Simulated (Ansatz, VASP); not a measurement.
## SrO: VASP beside Ansatz

The input INCAR:

```
SYSTEM = SrO
  PREC = Accurate
  ENCUT = 520
  EDIFF = 1E-7
  ISMEAR = -1
  SIGMA = 0.03
  LREAL = .FALSE.
  LASPH = .TRUE.
  NELM = 150
  ALGO = Normal
  ISIF = 2
  LWAVE = .FALSE.
  LCHARG = .TRUE.
  MAGMOM = 0 0 0 0 0 0
  LORBIT = 11
  LSORBIT = .TRUE.
  GGA_COMPAT = .FALSE.
  LORBMOM = .TRUE.
  GGA = PE
  LVHAR = .TRUE.
  NBANDS = 28
```

File KPOINTS:

```
regular mesh
0
G
  8 8 8
  0 0 0
```

The input POSCAR:

```
SrO
1.0
    0.0000000000      2.5698000000      2.5698000000
    2.5698000000      0.0000000000      2.5698000000
    2.5698000000      2.5698000000      0.0000000000
Sr O
1 1
Direct
    0.0000000000      0.0000000000      0.0000000000
    0.5000000000      0.5000000000      0.5000000000
```

Input for Ansatz:

```yaml
crystal:
  lattice:
    - [0.0, 2.5698, 2.5698]
    - [2.5698, 0.0, 2.5698]
    - [2.5698, 2.5698, 0.0]
  atoms:
    - { symbol: Sr, position: [0.0, 0.0, 0.0] }
    - { symbol: O, position: [0.5, 0.5, 0.5] }
kpoints:
  mp_grid: { grid: [8, 8, 8] }
  band_path:
    path:
      - [0.0, 0.0, 0.0]
      - [0.5, 0.0, 0.5]
      - [0.625, 0.25, 0.625]
      - [0.375, 0.375, 0.75]
      - [0.0, 0.0, 0.0]
      - [0.5, 0.5, 0.5]
      - [0.5, 0.25, 0.75]
      - [0.5, 0.0, 0.5]
    npoints: 5
scf:
  occupations: { method: fermi_dirac, width: 0.03 }
hamiltonian:
  xc: pbe
  pseudopotentials: { kind: all_electron, lapw: { basis_error: 0.0005 } }
output:
  forces: true
  stress: true
  eigenvalues: true
magnetization:
  noncollinear: true
  spin_orbit: true
```

Alike in both runs: task single point; functional PBE; k mesh 8 × 8 × 8; occupations fermi-dirac, width 0.03 eV; non-collinear spin, spin-orbit coupling.

|  | VASP | Ansatz |
| --- | --- | --- |
| version | VASP 6.6.1 | Ansatz 0.2.0 |
| potentials or method | VASP PAW PBE potentials, release 64 (Sr_sv, O) | all-electron LAPW |
| plane-wave cutoff (eV) | 520 | see its input |

VASP gave:

| Property | Result |
| --- | --- |
| gap on the k mesh at the Fermi level (eV) | 3.24 |
| pressure (GPa) | 3.5 |
| net moment per atom (μB) | 0.00 |

Task: Which values does Ansatz return?

Result: gap on the k mesh at the Fermi level (eV): 3.29; pressure (GPa): 2.9; net moment per atom (μB): 0.00.

Ansatz ran all-electron here, so the differences hold the error of VASP's frozen core and of both bases.
